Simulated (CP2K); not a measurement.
Crystal: Sb.

```xyz
2
Lattice="4.5067 0.0000 0.0000 2.4472 3.7843 0.0000 2.4472 1.3318 3.5422" Properties=species:S:1:pos:R:3 pbc="T T T"
Sb    7.2061    3.9215    2.7152
Sb    2.1951    1.1946    0.8271
```

Base run:

| Quantity | Value |
| --- | --- |
| Program | CP2K 2026.2 |
| Functional | TASK |
| Potentials or basis | POTENTIAL_UZH Sb GTH-PBE-q5; TZVP-MOLOPT-PBE-GTH basis |
| Density cutoff | 9184 eV |
| k mesh | 8 × 8 × 8 |
| Occupations | fermi-dirac, width 0.05 eV |
| Spin | no spin polarisation |

Its results: band gap on the k mesh none (metal or under the smearing width); pressure 5.3 GPa; largest force 0.097 eV/Å.

Q: The run is repeated on the same cell with these changes: functional from TASK to revPBE. What comes out?

A: Band gap on the k mesh none (metal or under the smearing width); pressure 3.9 GPa; largest force 0.189 eV/Å.

Caveats: the potentials were made for another functional, which shifts forces and pressure; the basis of atomic orbitals isn't converged, which shifts pressures, moduli and gaps.
